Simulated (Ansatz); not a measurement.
Ti2C: single point with PBEsol

The system is Ti2C.

```xyz
3
Lattice="1.5407 0.8895 4.8138 -1.5407 0.8895 4.8138 0.0000 -1.7790 4.8138" Properties=species:S:1:pos:R:3 pbc="T T T"
Ti    0.0000    0.0000   10.8960
Ti    0.0000    0.0000    3.5453
C     0.0000    0.0000    7.2207
```

The cell comes from a database or a generator and needn't be the stable form of this composition.

```json
{
  "Program": "Ansatz 0.2.0",
  "Task": "single point",
  "Functional": "PBEsol",
  "Potentials or basis": "all-electron LAPW, scalar-relativistic",
  "Cutoff": "323 eV (chosen from the basis error)",
  "Basis error allowed": "0.001 eV/atom",
  "k mesh": "10 × 10 × 10",
  "Occupations": "fermi-dirac, width 0.05 eV",
  "Spin": "no spin polarisation"
}
```

```json
{"Pressure": "-4.7 GPa", "Largest force": "0.187 eV/Å", "Band gap on the k mesh": "none (metal or under the smearing width)", "Loewdin charges": "Ti +0.54; C -0.87 e"}
```

Forces in eV/Å, atoms in the order of the input:
```
Ti   0.000  0.000  0.187
Ti   0.000  0.000 -0.187
C    0.000  0.000  0.000
```

Stress tensor (GPa, compression positive):
```
-4.88  0.00  0.00
 0.00 -4.88  0.00
 0.00  0.00 -4.21
```

Levels at points of the mesh, in eV from the Fermi level:
```csv
k point,band 18,band 19,band 20,band 21,band 22,band 23,band 24,band 25
"(0.00, 0.00, 0.00)",-2.55,-2.55,-2.03,0.48,0.48,1.00,1.94,1.94
"(0.00, 0.00, -0.50)",-3.00,-2.44,-1.29,-0.96,0.12,1.84,2.69,2.86
"(0.00, -0.50, -0.50)",-2.86,-2.61,-1.67,-0.88,0.88,2.48,2.87,3.05
"(-0.50, -0.50, -0.50)",-2.40,-2.40,-0.89,0.13,0.85,0.85,1.76,1.76
```

Run time: 20 s on 2 threads of Intel(R) Xeon(R) Platinum 8259CL CPU @ 2.50GHz (Skylake/Cascade Lake) (shared host), peak memory 0.6 GiB.

Caveat: the atomic charges don't sum to the cell's charge.
